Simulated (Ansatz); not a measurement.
Method: DFT PBE, scalar-relativistic, plane waves, PAW (Ansatz). Several structures of MoS were relaxed, and the powder pattern of one of them was computed from 10° to 70° in 2θ (λ = 1.5406 Å; lines under 1 % are left out).

Cu Kα1 powder pattern (kinematic, no thermal factors).
| 2θ (°) | relative intensity |
| --- | --- |
| 31.23 | 49 |
| 36.22 | 100 |
| 52.16 | 67 |
| 62.06 | 21 |
| 65.15 | 22 |

**Question.** Which structure gives it?
A.

```cif
data_structure
_symmetry_space_group_name_H-M 'Fm-3m'
_symmetry_Int_Tables_number 225
_cell_length_a 4.9562
_cell_length_b 4.9562
_cell_length_c 4.9562
_cell_angle_alpha 90.000
_cell_angle_beta 90.000
_cell_angle_gamma 90.000
_cell_volume 121.75
loop_
_atom_site_label
_atom_site_type_symbol
_atom_site_symmetry_multiplicity
_atom_site_Wyckoff_symbol
_atom_site_fract_x
_atom_site_fract_y
_atom_site_fract_z
_atom_site_occupancy
Mo1 Mo 4 a 0.00000 0.00000 0.00000 1
S1 S 4 b 0.50000 0.00000 0.00000 1
```

B.

```cif
data_structure
_symmetry_space_group_name_H-M 'P2_13'
_symmetry_Int_Tables_number 198
_cell_length_a 4.9616
_cell_length_b 4.9616
_cell_length_c 4.9616
_cell_angle_alpha 90.000
_cell_angle_beta 90.000
_cell_angle_gamma 90.000
_cell_volume 122.14
loop_
_atom_site_label
_atom_site_type_symbol
_atom_site_symmetry_multiplicity
_atom_site_Wyckoff_symbol
_atom_site_fract_x
_atom_site_fract_y
_atom_site_fract_z
_atom_site_occupancy
Mo1 Mo 4 a 0.09693 0.09693 0.09693 1
S1 S 4 a 0.81595 0.81595 0.81595 1
```

C.

```cif
data_structure
_symmetry_space_group_name_H-M 'F-43m'
_symmetry_Int_Tables_number 216
_cell_length_a 5.3344
_cell_length_b 5.3344
_cell_length_c 5.3344
_cell_angle_alpha 90.000
_cell_angle_beta 90.000
_cell_angle_gamma 90.000
_cell_volume 151.80
loop_
_atom_site_label
_atom_site_type_symbol
_atom_site_symmetry_multiplicity
_atom_site_Wyckoff_symbol
_atom_site_fract_x
_atom_site_fract_y
_atom_site_fract_z
_atom_site_occupancy
Mo1 Mo 4 a 0.00000 0.00000 0.00000 1
S1 S 4 c 0.25000 0.25000 0.25000 1
```

D.

```cif
data_structure
_symmetry_space_group_name_H-M 'Pm-3m'
_symmetry_Int_Tables_number 221
_cell_length_a 3.0048
_cell_length_b 3.0048
_cell_length_c 3.0048
_cell_angle_alpha 90.000
_cell_angle_beta 90.000
_cell_angle_gamma 90.000
_cell_volume 27.13
loop_
_atom_site_label
_atom_site_type_symbol
_atom_site_symmetry_multiplicity
_atom_site_Wyckoff_symbol
_atom_site_fract_x
_atom_site_fract_y
_atom_site_fract_z
_atom_site_occupancy
Mo1 Mo 1 a 0.00000 0.00000 0.00000 1
S1 S 1 b 0.50000 0.50000 0.50000 1
```

**Answer.** A. Its strongest line, at 2θ = 36.22°, has d = λ/(2 sin θ) = 2.478 Å and is the (2 0 0) reflection of the conventional Fm-3m cell with a = 4.956 Å. The others have their strongest lines at 40.6° (B); 29.0° (C); 42.5° (D).

The cells needn't be stable.
